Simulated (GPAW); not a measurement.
Al2Cu (Khatyrkite), 6 atoms in the cell. The structure is tetragonal, space group I4/mcm (No. 140). Conventional cell: a = 6.067 Å, b = 6.067 Å, c = 4.877 Å, α = 90.00°, β = 90.00°, γ = 90.00°. Cu (site symmetry 422) is surrounded by 2 Cu at 2.44 Å and 8 Al at 2.59 Å. Al (site symmetry m2m) has 4 Cu at 2.59 Å and 3 Al at 2.71 to 2.90 Å as nearest neighbours. 

```yaml
Program: GPAW 26.7.0
Task: equation of state
Functional: PBE
Potentials_or_basis: GPAW PAW data sets (gpaw-data 1.2.1)
Cutoff: 600 eV
Basis: pw
k_mesh: 6 × 6 × 6
Occupations: fermi-dirac, width 0.05 eV
Spin: no spin polarisation
Maxiter: 150
Eos_scales: "[0.94, 0.96, 0.98, 1.0, 1.02, 1.04, 1.06]"
```

Potentials or basis: GPAW PAW data sets (gpaw-data 1.2.1), pw.

The run is started by

```bash
$ OMP_NUM_THREADS=1 python run.py
```

Hardware: 1 thread of Arm Neoverse V1, on a shared host.

**Question.** Estimate the wall time of this run.

**Answer.** Run time: 13 min on 1 thread of Arm Neoverse V1, on a shared host, peak memory 0.64 GiB. Counts: scf iterations 91, plane waves 2877, bands 35, k points 36.
